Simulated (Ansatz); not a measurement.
Take a crystal in which Mo has been replaced by Nb on all its sites, with the cell rescaled by a rough guess (in some cases also distorted within its space group) and nothing relaxed:

```yaml
crystal:
  lattice:
    - [3.14085, 0.00000, 0.00000]
    - [-1.57042, 2.72005, 0.00000]
    - [0.00000, 0.00000, 5.43197]
  atoms:
    - { symbol: H, position: [0.33333, 0.66667, 0.25000] }
    - { symbol: H, position: [0.66667, 0.33333, 0.75000] }
    - { symbol: Nb, position: [0.00000, 0.00000, 0.00000] }
    - { symbol: Nb, position: [0.00000, 0.00000, 0.50000] }
```

Level of theory: Ansatz 0.2.0, DFT PBEsol, scalar-relativistic, plane waves, PAW.

Settings: cutoff 420 eV, Γ-centred mesh 15×15×8 on the computed 4-atom cell, Gaussian smearing of 0.10 eV; no spin polarisation.

What pressure does the cell carry?

The pressure is -17.9 GPa (positive in compression), so the cell would contract.

Is it a metal on this mesh?

Yes, a band crosses the Fermi level.

What is its energy against the elements in their standard states?

+0.201 eV/atom at this unrelaxed geometry, with the elements in the same functional.